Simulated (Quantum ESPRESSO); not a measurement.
# VO2 (P4_2/mnm) in Quantum ESPRESSO: single point with PBE

Aim: the single point of VO2 with PBE.

Everything below comes from runs of Quantum ESPRESSO 7.5. Logs are shortened: lines on timing, memory, paths and dates and some standing lists are left out, and cuts for length are marked.

### 1 The structure

The structure is tetragonal, space group P4_2/mnm (No. 136). The conventional cell has a = 4.507 Å, b = 4.507 Å, c = 3.044 Å, α = 90.00°, β = 90.00°, γ = 90.00°. V (site symmetry mmm) has 6 O at 1.91 to 1.99 Å as nearest neighbours. O (site symmetry m2m) is surrounded by 3 V at 1.91 to 1.99 Å.

The cell is a database's computed one.

### 2 Single point, PBE, collinear spin, ferromagnetic start

pw.in

```
&CONTROL
  calculation = 'scf'
  prefix = 'pwscf'
  outdir = './tmp'
  pseudo_dir = './pseudo'
  tprnfor = .true.
  tstress = .true.
  disk_io = 'nowf'
/
&SYSTEM
  ibrav = 0
  nat = 6
  ntyp = 2
  ecutwfc = 55
  ecutrho = 440
  nbnd = 37
  occupations = 'smearing'
  smearing = 'fd'
  degauss = 0.00367493
  nspin = 2
  starting_magnetization(1) = 0.2692
  starting_magnetization(2) = 0
/
&ELECTRONS
  conv_thr = 1.2d-09
  electron_maxstep = 120
  mixing_beta = 0.3
/
ATOMIC_SPECIES
V     50.9415 v_pbe_v1.4.uspp.F.UPF
O     15.9990 O.pbe-n-kjpaw_psl.0.1.UPF
CELL_PARAMETERS angstrom
   4.5072020454    0.0000000000    0.0000000000
   0.0000000000    4.5072020454    0.0000000000
   0.0000000000    0.0000000000    3.0444500000
ATOMIC_POSITIONS crystal
V      0.5000000000    0.5000000000    0.5000000000
V      0.0000000000    0.0000000000    0.0000000000
O      0.2003580000    0.7996420000    0.5000000000
O      0.7996420000    0.2003580000    0.5000000000
O      0.7003580000    0.7003580000    0.0000000000
O      0.2996420000    0.2996420000    0.0000000000
K_POINTS automatic
6 6 9 0 0 0
```

Potentials or basis: SSSP 1.3 efficiency PBE.

Run with:

```
> OMP_NUM_THREADS=1 pw.x -in pw.in > pw.out
```

pw.out:

```text
This program is part of the open-source Quantum ESPRESSO suite
     for quantum simulation of materials; please cite
         "P. Giannozzi et al., J. Phys.:Condens. Matter 21 395502 (2009);
         "P. Giannozzi et al., J. Phys.:Condens. Matter 29 465901 (2017);
         "P. Giannozzi et al., J. Chem. Phys. 152 154105 (2020);
     in publications or presentations arising from this work. More details at

     file O.pbe-n-kjpaw_psl.0.1.UPF: wavefunction(s)  2P renormalized
     Message from routine setup:
     using ibrav=0 with symmetry is DISCOURAGED, use correct ibrav instead

     G-vector sticks info
     --------------------
     sticks:   dense  smooth     PW     G-vecs:    dense   smooth      PW
     Sum        2545    1273    377                65087    23059    3815

     Using Slab Decomposition

     bravais-lattice index     =            0
     lattice parameter (alat)  =       8.5174  a.u.
     unit-cell volume          =     417.3683 (a.u.)^3
     number of atoms/cell      =            6
     number of atomic types    =            2
     number of electrons       =        50.00
     number of Kohn-Sham states=           37
     kinetic-energy cutoff     =      55.0000  Ry
     charge density cutoff     =     440.0000  Ry
     scf convergence threshold =      1.2E-09
     mixing beta               =       0.3000
     number of iterations used =            8  plain     mixing
     Exchange-correlation= SLA  PW   PBX  PBC
                           (   1   4   3   4   0   0   0)

     celldm(1)=   8.517377  celldm(2)=   0.000000  celldm(3)=   0.000000
     celldm(4)=   0.000000  celldm(5)=   0.000000  celldm(6)=   0.000000

     crystal axes: (cart. coord. in units of alat)
               a(1) = (   1.000000   0.000000   0.000000 )
               a(2) = (   0.000000   1.000000   0.000000 )
               a(3) = (   0.000000   0.000000   0.675463 )

     reciprocal axes: (cart. coord. in units 2 pi/alat)
               b(1) = (  1.000000  0.000000  0.000000 )
               b(2) = (  0.000000  1.000000  0.000000 )
               b(3) = (  0.000000  0.000000  1.480465 )

     PseudoPot. # 1 for V  read from file:
     v_pbe_v1.4.uspp.F.UPF
     Pseudo is Ultrasoft + core correction, Zval = 13.0
     Generated by new atomic code, or converted to UPF format
     Using radial grid of  853 points,  6 beta functions with:
                l(1) =   0
                l(2) =   0
                l(3) =   1
                l(4) =   1
                l(5) =   2
                l(6) =   2
     Q(r) pseudized with  8 coefficients,  rinner =    1.100   1.100   1.100
                                                       1.100   1.100

     PseudoPot. # 2 for O  read from file:
     O.pbe-n-kjpaw_psl.0.1.UPF
     Pseudo is Projector augmented-wave + core cor, Zval =  6.0
     Generated using "atomic" code by A. Dal Corso  v.5.0.99 svn rev. 10869
     Shape of augmentation charge: BESSEL
     Using radial grid of 1095 points,  4 beta functions with:
                l(1) =   0
                l(2) =   0
                l(3) =   1
                l(4) =   1
     Q(r) pseudized with 0 coefficients

     atomic species   valence    mass     pseudopotential
     V                13.00    50.94150     V ( 1.00)
     O                 6.00    15.99900     O ( 1.00)

     Starting magnetic structure
     atomic species   magnetization
     V               0.269
     O               0.000

     16 Sym. Ops., with inversion, found ( 8 have fractional translation)

   Cartesian axes

     site n.     atom                  positions (alat units)
         1        V      tau(   1) = (   0.5000000   0.5000000   0.3377317  )
         2        V      tau(   2) = (   0.0000000   0.0000000   0.0000000  )
         3        O      tau(   3) = (   0.2003580   0.7996420   0.3377317  )
         4        O      tau(   4) = (   0.7996420   0.2003580   0.3377317  )
         5        O      tau(   5) = (   0.7003580   0.7003580   0.0000000  )
         6        O      tau(   6) = (   0.2996420   0.2996420   0.0000000  )

     number of k points=    50  Fermi-Dirac smearing, width (Ry)=  0.0037
                       cart. coord. in units 2pi/alat
        k(    1) = (   0.0000000   0.0000000   0.0000000), wk =   0.0030864
        k(    2) = (   0.0000000   0.0000000   0.1644961), wk =   0.0061728
        k(    3) = (   0.0000000   0.0000000   0.3289922), wk =   0.0061728
        k(    4) = (   0.0000000   0.0000000   0.4934884), wk =   0.0061728
        k(    5) = (   0.0000000   0.0000000   0.6579845), wk =   0.0061728
        k(    6) = (   0.0000000   0.1666667   0.0000000), wk =   0.0123457
[... 42 lines left out ...]
        k(   49) = (  -0.5000000  -0.5000000   0.4934884), wk =   0.0061728
        k(   50) = (  -0.5000000  -0.5000000   0.6579845), wk =   0.0061728

     Dense  grid:    65087 G-vectors     FFT dimensions: (  60,  60,  40)

     Smooth grid:    23059 G-vectors     FFT dimensions: (  48,  48,  30)

     Check: negative core charge=   -0.000006
     Generating pointlists ...
     new r_m :   0.1748 (alat units)  1.4888 (a.u.) for type    1
     new r_m :   0.1748 (alat units)  1.4888 (a.u.) for type    2

     Initial potential from superposition of free atoms

     starting charge      49.9975, renormalised to      50.0000

     negative rho (up, down):  8.180E-04 4.680E-04
     Starting wfcs are   36 randomized atomic wfcs +    1 random wfcs

     Self-consistent Calculation

     iteration #  1     ecut=    55.00 Ry     beta= 0.30
     Davidson diagonalization with overlap
     ethr =  1.00E-02,  avg # of iterations =  5.8

     negative rho (up, down):  8.140E-04 9.523E-04

     total energy              =    -456.48574129 Ry
     estimated scf accuracy    <       2.96478409 Ry

     total magnetization       =     2.00 Bohr mag/cell
     absolute magnetization    =     2.58 Bohr mag/cell

     iteration #  2     ecut=    55.00 Ry     beta= 0.30
     Davidson diagonalization with overlap
     ethr =  5.93E-03,  avg # of iterations =  2.0

     negative rho (up, down):  6.248E-04 1.129E-03

     total energy              =    -456.79642931 Ry
     estimated scf accuracy    <       2.02125789 Ry

     total magnetization       =     2.53 Bohr mag/cell
     absolute magnetization    =     4.86 Bohr mag/cell

     iteration #  3     ecut=    55.00 Ry     beta= 0.30
     Davidson diagonalization with overlap
     ethr =  4.04E-03,  avg # of iterations =  1.1

     negative rho (up, down):  5.287E-04 2.218E-03

     total energy              =    -457.19564767 Ry
     estimated scf accuracy    <       0.35561639 Ry

     total magnetization       =     2.00 Bohr mag/cell
     absolute magnetization    =     2.98 Bohr mag/cell

     iteration #  4     ecut=    55.00 Ry     beta= 0.30
     Davidson diagonalization with overlap
     ethr =  7.11E-04,  avg # of iterations =  1.2

     negative rho (up, down):  3.739E-04 3.581E-03

     total energy              =    -457.25388577 Ry
     estimated scf accuracy    <       0.03304509 Ry

     total magnetization       =     2.00 Bohr mag/cell
     absolute magnetization    =     3.16 Bohr mag/cell

     iteration #  5     ecut=    55.00 Ry     beta= 0.30
     Davidson diagonalization with overlap
     ethr =  6.61E-05,  avg # of iterations =  2.2

     negative rho (up, down):  3.893E-04 3.391E-03

     total energy              =    -457.25292661 Ry
     estimated scf accuracy    <       0.02389467 Ry

     total magnetization       =     2.00 Bohr mag/cell
     absolute magnetization    =     2.88 Bohr mag/cell

     iteration #  6     ecut=    55.00 Ry     beta= 0.30
     Davidson diagonalization with overlap
     ethr =  4.78E-05,  avg # of iterations =  1.5

     negative rho (up, down):  4.153E-04 3.282E-03

     total energy              =    -457.25713084 Ry
     estimated scf accuracy    <       0.00202381 Ry

     total magnetization       =     2.00 Bohr mag/cell
     absolute magnetization    =     2.73 Bohr mag/cell
[... 55 lines left out ...]
     total energy              =    -457.25776024 Ry
     estimated scf accuracy    <       0.00000363 Ry

     total magnetization       =     2.00 Bohr mag/cell
     absolute magnetization    =     2.60 Bohr mag/cell

     iteration # 12     ecut=    55.00 Ry     beta= 0.30
     Davidson diagonalization with overlap
     ethr =  7.26E-09,  avg # of iterations =  1.3

     negative rho (up, down):  4.375E-04 3.135E-03

     total energy              =    -457.25776092 Ry
     estimated scf accuracy    <       0.00000011 Ry

     total magnetization       =     2.00 Bohr mag/cell
     absolute magnetization    =     2.59 Bohr mag/cell

     iteration # 13     ecut=    55.00 Ry     beta= 0.30
     Davidson diagonalization with overlap
     ethr =  2.23E-10,  avg # of iterations =  2.0

     negative rho (up, down):  4.376E-04 3.134E-03

     total energy              =    -457.25776096 Ry
     estimated scf accuracy    <          9.6E-09 Ry

     total magnetization       =     2.00 Bohr mag/cell
     absolute magnetization    =     2.59 Bohr mag/cell

     iteration # 14     ecut=    55.00 Ry     beta= 0.30
     Davidson diagonalization with overlap
     ethr =  1.93E-11,  avg # of iterations =  2.0

     negative rho (up, down):  4.375E-04 3.134E-03

     total energy              =    -457.25776097 Ry
     estimated scf accuracy    <          3.0E-09 Ry

     total magnetization       =     2.00 Bohr mag/cell
     absolute magnetization    =     2.59 Bohr mag/cell

     iteration # 15     ecut=    55.00 Ry     beta= 0.30
     Davidson diagonalization with overlap
     ethr =  6.04E-12,  avg # of iterations =  2.0

     negative rho (up, down):  4.376E-04 3.134E-03

     Magnetic moment per site  (integrated on atomic sphere of radius R)
     atom   1 (R=0.175)  charge=  9.4723  magn=  0.8646
     atom   2 (R=0.175)  charge=  9.4723  magn=  0.8646
     atom   3 (R=0.175)  charge=  5.2767  magn= -0.0672
     atom   4 (R=0.175)  charge=  5.2767  magn= -0.0672
     atom   5 (R=0.175)  charge=  5.2767  magn= -0.0672
     atom   6 (R=0.175)  charge=  5.2767  magn= -0.0672

     End of self-consistent calculation

     Number of k-points >= 100: set verbosity='high' to print the bands.

     the Fermi energy is    10.1587 ev

!    total energy              =    -457.25776097 Ry
     estimated scf accuracy    <          4.0E-10 Ry
     smearing contrib. (-TS)   =      -0.00322871 Ry
     internal energy E=F+TS    =    -457.25453226 Ry

     The total energy is F=E-TS. E is the sum of the following terms:
     one-electron contribution =    -160.86094097 Ry
     hartree contribution      =     104.54567405 Ry
     xc contribution           =     -68.67805662 Ry
     ewald contribution        =    -294.19187591 Ry
     one-center paw contrib.   =     -38.06933281 Ry

     total magnetization       =     2.00 Bohr mag/cell
     absolute magnetization    =     2.59 Bohr mag/cell

     convergence has been achieved in  15 iterations

     negative rho (up, down):  4.376E-04 3.134E-03

     Forces acting on atoms (cartesian axes, Ry/au):

     atom    1 type  1   force =     0.00000000    0.00000000    0.00000000
     atom    2 type  1   force =     0.00000000    0.00000000    0.00000000
     atom    3 type  2   force =    -0.00677851    0.00677851   -0.00000000
     atom    4 type  2   force =     0.00677851   -0.00677851    0.00000000
     atom    5 type  2   force =    -0.00677851   -0.00677851   -0.00000000
     atom    6 type  2   force =     0.00677851    0.00677851   -0.00000000

     Total force =     0.019173     Total SCF correction =     0.000010

     Computing stress (Cartesian axis) and pressure

     negative rho (up, down):  4.376E-04 3.134E-03
          total   stress  (Ry/bohr**3)                   (kbar)     P=      -92.74
  -0.00022362   0.00000000   0.00000000          -32.90        0.00        0.00
   0.00000000  -0.00022362   0.00000000            0.00      -32.90        0.00
   0.00000000   0.00000000  -0.00144407            0.00        0.00     -212.43

=------------------------------------------------------------------------------=
   JOB DONE.
=------------------------------------------------------------------------------=
```

Run time: 2 min. Hardware: 1 thread of AMD EPYC 9R45 (Zen 5), shared host; peak memory 0.44 GiB.

What came out:

```yaml
Free_energy: -6221.3088 eV
Pressure: -9.3 GPa
Largest_force: 0.246 eV/Å
Band_gap_on_the_k_mesh: none (metal or under the smearing width)
Net_moment: 2.00 μB per cell
Absolute_moment: 2.59 μB per cell
Site_moments: V +0.86; O -0.07 μB
Valence_electrons_inside_the_program's_atomic_spheres: V 9.47; O 5.28
```

Forces on the atoms (eV/Å):
```
V    0.000  0.000  0.000
V    0.000  0.000  0.000
O   -0.174  0.174  0.000
O    0.174 -0.174  0.000
O   -0.174 -0.174  0.000
O    0.174  0.174  0.000
```

Caveat: semilocal functionals often make such compounds metallic where correlation or magnetic order opens a gap, which also shifts bond lengths. With open d or f shells a metallic result of PBE can be an artefact of self-interaction; +U or a hybrid may open a gap.
